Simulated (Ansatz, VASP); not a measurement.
Ti: VASP beside Ansatz

The input INCAR:

```
  PREC = Accurate
  ENCUT = 520
  EDIFF = 1E-6
  ISMEAR = 0
  SIGMA = 0.05
  LREAL = False
  LASPH = True
  NELM = 100
  ALGO = Normal
  ISIF = 2
  LWAVE = False
  LCHARG = False
  GGA = PE
  NBANDS = 19
```

File KPOINTS:

```
regular mesh
0
Gamma
  13 13 7
```

File POSCAR:

```
Ti
1.0
    2.9384094506      0.0000000000      0.0000000000
   -1.4692047253      2.5447372309      0.0000000000
    0.0000000000      0.0000000000      4.6529805423
Ti
2
Direct
    0.3333333333      0.6666666667      0.2500000000
    0.6666666667      0.3333333333      0.7500000000
```

Input for Ansatz:

```yaml
crystal:
  lattice:
    - [2.9384094506, 0.0, 0.0]
    - [-1.4692047253, 2.5447372309, 0.0]
    - [0.0, 0.0, 4.6529805423]
  atoms:
    - { symbol: Ti, position: [0.3333333333, 0.6666666667, 0.25] }
    - { symbol: Ti, position: [0.6666666667, 0.3333333333, 0.75] }
kpoints:
  mp_grid: { grid: [13, 13, 7] }
scf:
  occupations: { method: gaussian, width: 0.05 }
hamiltonian:
  xc: pbe
  pseudopotentials: { kind: all_electron, lapw: { basis_error: 0.00025 } }
output:
  forces: true
  stress: true
  eigenvalues: true
```

Alike in both runs: task single point; functional PBE; k mesh 13 × 13 × 7; occupations gaussian, width 0.05 eV; no spin polarisation.

```csv
,VASP,Ansatz
version,VASP 6.6.1,Ansatz 0.2.0
potentials or method,"VASP PAW PBE potentials, release 64 (Ti_sv)","all-electron LAPW, scalar-relativistic"
plane-wave cutoff (eV),520,see its input
```

```csv
,VASP,Ansatz,Ansatz less VASP
pressure (GPa),-0.2,0.0,+0.24
```

Ansatz ran all-electron here, so the differences hold the error of VASP's frozen core and of both bases.
